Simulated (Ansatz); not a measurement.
Set up this calculation in Ansatz 0.2.0, as the native input.

```yaml
Task: relaxation of cell and atoms
Functional: BLYP
Potentials_or_basis: Ansatz PAW
Cutoff: "420 eV (not typed: the program's choice for these potentials)"
k_mesh: 11 × 11 × 11
Occupations: fermi-dirac, width 0.05 eV
Spin: no spin polarisation
```

Crystal: W.

```
W
1.0
     0.00000    2.03000    2.03000
     2.03000    0.00000    2.03000
     2.03000    2.03000    0.00000
W
1
Cartesian
  0.0000 0.0000 0.0000
```

This isn't the form of W at room conditions, which is bcc.

The input as run:

input.yaml

```yaml
crystal:
  lattice:
    - [0.0, 2.03, 2.03]
    - [2.03, 0.0, 2.03]
    - [2.03, 2.03, 0.0]
  atoms:
    - { symbol: W, position: [0.0, 0.0, 0.0] }
hamiltonian:
  xc: blyp
  pseudopotentials: { kind: paw }
kpoints:
  mp_grid: { grid: [11, 11, 11] }
scf:
  occupations: { method: fermi_dirac, width: 0.05 }
output:
  forces: true
  stress: true
  eigenvalues: true
relax:
  f_tol: 0.01
  max_steps: 40
  cell: { stress_tol: 0.05 }
```

Potentials or basis: Ansatz PAW.

Command:

```bash
$ ansatz run input.yaml --threads 2 --pin off --max-ram 5632MiB --backend cpu --events-out ev --progress --plain --runs-dir out
```

Results of the run:

* Relaxed volume: 17.03 Å³/atom
* Relaxed cell: a = 2.888 Å, b = 2.888 Å, c = 2.888 Å, α = 60.00°, β = 60.00°, γ = 60.00°
* Space group after relaxing (to 0.05 Å): Fm-3m (No. 225)
* Energy gained by relaxing: 4.4 meV/atom
* Ionic steps: 4
* Pressure after relaxing: 0.0 GPa
* Band gap on the k mesh: none (metal or under the smearing width)

Caveat: the plane-wave basis is chosen anew once the cell has moved, so the energies of steps on either side of that aren't comparable; the PAW data sets come from PBE, with cores solved anew for the run's functional, which leaves a small shift of forces and pressure.

Wall time 2.1 s on 2 threads of Arm Neoverse V2 (shared host), peak memory 0.27 GiB.
